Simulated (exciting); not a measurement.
# Mo (Im-3m) in exciting: settings compared, part 2 of 2

exciting (release sodium).

### Step 4. Band structure, PBEsol

The input, input.xml:

```xml
<input>
  <title>Mo</title>
  <structure speciespath="./" tshift="false">
    <crystal scale="1">
      <basevect>-2.992965190616 2.992965190616 2.992965190616</basevect>
      <basevect>2.992965190616 -2.992965190616 2.992965190616</basevect>
      <basevect>2.992965190616 2.992965190616 -2.992965190616</basevect>
    </crystal>
    <species speciesfile="Mo.xml" rmt="2.3">
      <atom coord="0.000000000000 0.000000000000 0.000000000000"/>
    </species>
  </structure>
  <groundstate do="fromscratch" ngridk="12 12 12" rgkmax="9" gmaxvr="14" lmaxapw="10" lmaxmat="10" lmaxvr="8" xctype="GGA_PBE_SOL" stype="Fermi Dirac" swidth="0.00183747" nempty="12" ValenceRelativity="iora*" epsengy="1e-05" epspot="1e-05" maxscl="60" outputlevel="normal"/>
  <properties>
    <bandstructure>
      <plot1d>
        <path steps="80">
          <point coord="0 0 0" label="G"/>
          <point coord="0.5 -0.5 0.5" label="H"/>
          <point coord="0 0 0.5" label="N"/>
          <point coord="0 0 0" label="G"/>
          <point coord="0.25 0.25 0.25" label="P"/>
          <point coord="0.5 -0.5 0.5" label="H" breakafter="true"/>
          <point coord="0.25 0.25 0.25" label="P"/>
          <point coord="0 0 0.5" label="N"/>
        </path>
      </plot1d>
    </bandstructure>
  </properties>
</input>
```

Potentials or basis: all-electron LAPW+lo, shipped species files, valence relativity iora*.

On the command line:

```sh
> OMP_NUM_THREADS=1 exciting_smp
```

INFO.OUT:

```text
================================================================================
EXCITING SODIUM started
[... 10 lines left out ...]

 Lattice vectors (cartesian) :
     -2.9929651906      2.9929651906      2.9929651906
      2.9929651906     -2.9929651906      2.9929651906
      2.9929651906      2.9929651906     -2.9929651906

 Reciprocal lattice vectors (cartesian) :
     -0.0000000000      1.0496589347      1.0496589347
      1.0496589347     -0.0000000000      1.0496589347
      1.0496589347      1.0496589347     -0.0000000000

 Unit cell volume                           :     107.2420207815
 Brillouin zone volume                      :       2.3129945858

 Species :    1 (Mo)
     parameters loaded from                 :    Mo.xml
     name                                   :    molybdenum
     nuclear charge                         :     -42.00000000
     electronic charge                      :      42.00000000
     atomic mass                            :  174887.92120000
     muffin-tin radius                      :       2.30000000
     # of radial points in muffin-tin       :     400

     atomic positions (lattice) :
       1 :   0.00000000  0.00000000  0.00000000

 Total number of atoms per unit cell        :       1

 Spin treatment                             :    spin-unpolarised

 Number of Bravais lattice symmetries       :      48
 Number of crystal symmetries               :      48

 k-point grid                               :      12   12   12
 Total number of k-points                   :      72
 k-point set is reduced with crystal symmetries

 R^MT_min * |G+k|_max (rgkmax)              :       9.00000000
 Species with R^MT_min                      :       1 (Mo)
 Maximum |G+k| for APW functions            :       3.91304348
 Maximum |G| for potential and density      :      14.00000000

 G-vector grid sizes                        :      24    24    24
 Total number of G-vectors                  :    4921

 Maximum angular momentum used for
     APW functions                          :      10
     computing H and O matrix elements      :      10
     potential and density                  :       8
     inner part of muffin-tin               :       2

 Total nuclear charge                       :     -42.00000000
 Total electronic charge                    :      42.00000000
 Total core charge                          :      28.00000000
 Total valence charge                       :      14.00000000

 Number of empty states                     :      12
 Total number of valence states             :      20

 Maximum Hamiltonian size                   :     129
 Maximum number of plane-waves              :     116
 Total number of local-orbitals             :      13

 Exchange-correlation type                  :      22
     PBEsol, Phys. Rev. Lett. 100, 136406 (2008)
     Generalised gradient approximation (GGA)

[... 20 lines left out ...]
+ SCF iteration number :    1                                                  +
++++++++++++++++++++++++++++++++++++++++++++++++++++++++++++++++++++++++++++++++
 Total energy                               :     -4038.62751079
 _______________________________________________________________
 Fermi energy                               :         0.52540742
 Kinetic energy                             :      4201.08044383
 Coulomb energy                             :     -8118.22012724
 Exchange energy                            :      -118.99656519
 Correlation energy                         :        -2.49126219

 DOS at Fermi energy (states/Ha/cell)       :        16.90866490

 Electron charges :
     core                                   :        28.00000000
     core leakage                           :         0.00000363
     valence                                :        14.00000000
     interstitial                           :         2.63075412
     charge in muffin-tin spheres :
                  atom     1    Mo          :        39.36924588
     total charge in muffin-tins            :        39.36924588
     total charge                           :        42.00000000

++++++++++++++++++++++++++++++++++++++++++++++++++++++++++++++++++++++++++++++++
+ SCF iteration number :    2                                                  +
++++++++++++++++++++++++++++++++++++++++++++++++++++++++++++++++++++++++++++++++
 Total energy                               :     -4043.51440777
 _______________________________________________________________
 Fermi energy                               :         0.51410980
 Kinetic energy                             :      4198.27190936
 Coulomb energy                             :     -8120.17846487
 Exchange energy                            :      -119.11649975
 Correlation energy                         :        -2.49135251

 DOS at Fermi energy (states/Ha/cell)       :         9.02588874

 Electron charges :
     core                                   :        28.00000000
     core leakage                           :         0.00000348
     valence                                :        14.00000000
     interstitial                           :         2.52887782
     charge in muffin-tin spheres :
                  atom     1    Mo          :        39.47112218
     total charge in muffin-tins            :        39.47112218
     total charge                           :        42.00000000
[... 217 lines left out ...]
 RMS change in effective potential (target) :  0.119805E-07  ( 0.100000E-04)
 Absolute change in total energy   (target) :  0.317252E-05  ( 0.100000E-04)
 Charge distance                   (target) :  0.709535E-08  ( 0.100000E-04)

++++++++++++++++++++++++++++++++++++++++++++++++++++++++++++++++++++++++++++++++
+ SCF iteration number :   11                                                  +
++++++++++++++++++++++++++++++++++++++++++++++++++++++++++++++++++++++++++++++++
 Total energy                               :     -4047.43834927
 _______________________________________________________________
 Fermi energy                               :         0.50042896
 Kinetic energy                             :      4195.66887005
 Coulomb energy                             :     -8121.39595867
 Exchange energy                            :      -119.21994274
 Correlation energy                         :        -2.49131790

 DOS at Fermi energy (states/Ha/cell)       :         8.42932629

 Electron charges :
     core                                   :        28.00000000
     core leakage                           :         0.00000340
     valence                                :        14.00000000
     interstitial                           :         2.41974044
     charge in muffin-tin spheres :
                  atom     1    Mo          :        39.58025956
     total charge in muffin-tins            :        39.58025956
     total charge                           :        42.00000000

 RMS change in effective potential (target) :  0.132576E-07  ( 0.100000E-04)
 Absolute change in total energy   (target) :  0.387301E-06  ( 0.100000E-04)
 Charge distance                   (target) :  0.250676E-08  ( 0.100000E-04)

++++++++++++++++++++++++++++++++++++++++++++++++++++++++++++++++++++++++++++++++
| Convergency criteria checked for the last 2 iterations                       +
| Convergence targets achieved. Performing final SCF iteration                 +
++++++++++++++++++++++++++++++++++++++++++++++++++++++++++++++++++++++++++++++++
 Total energy                               :     -4047.43834618
 _______________________________________________________________
 Fermi energy                               :         0.50042898
 Kinetic energy                             :      4195.66887065
 Coulomb energy                             :     -8121.39595630
 Exchange energy                            :      -119.21994263
 Correlation energy                         :        -2.49131790

 DOS at Fermi energy (states/Ha/cell)       :         8.42932280

 Electron charges :
     core                                   :        28.00000000
     core leakage                           :         0.00000340
     valence                                :        14.00000000
     interstitial                           :         2.41974040
     charge in muffin-tin spheres :
                  atom     1    Mo          :        39.58025960
     total charge in muffin-tins            :        39.58025960
     total charge                           :        42.00000000

++++++++++++++++++++++++++++++++++++++++++++++++++++++++++++++++++++++++++++++++
[... 12 lines left out ...]
| EXCITING SODIUM stopped                                                      =
================================================================================
```

Wall time 20 s (1 thread of Arm Neoverse V2, shared host); peak memory 0.09 GiB.

Results:

```
Free energy                                       : -110136.4107 eV
Band gap on the k mesh                            : none (metal or under the smearing width)
All electrons inside the program's atomic spheres : Mo 39.58 (radii Mo 2.3 bohr)
```

Levels at the corners of the path, in eV from the Fermi level:
```tsv
point	band 4	band 5	band 6	band 7	band 8	band 9	band 10	band 11
Γ	-34.46	-7.16	-1.28	-1.28	-1.28	1.67	1.67	14.75
H	-35.39	-5.29	-5.29	3.97	3.97	3.97	8.97	8.97
N	-34.47	-5.19	-3.28	1.61	1.70	2.31	4.72	11.49
Γ	-34.46	-7.16	-1.28	-1.28	-1.28	1.67	1.67	14.75
P	-35.14	-2.54	-2.54	-2.54	2.43	2.43	9.38	11.51
H	-35.39	-5.29	-5.29	3.97	3.97	3.97	8.97	8.97
P	-35.14	-2.54	-2.54	-2.54	2.43	2.43	9.38	11.51
N	-34.47	-5.19	-3.28	1.61	1.70	2.31	4.72	11.49
```

Caveat: the log's total energy holds no entropy term; the free energy is that total less TS from the occupations.

### Step 5. Summary

```csv
level,spin,k mesh,nempty,gap on the mesh (eV)
LDA,off,12 × 12 × 12,12,none
LDA,"SOC, no magnetisation",9 × 9 × 9,20,none
PBEsol,off,12 × 12 × 12,12,none
```

Alike in all rows: task band structure; potentials or basis all-electron LAPW+lo, shipped species files, valence relativity iora*; cell as given; smearing fermi-dirac 0.05 eV; rgkmax 9.

Caveats: the free energy is that total less TS from the occupations (some runs).

Compare energies only between runs with the same functional and basis.
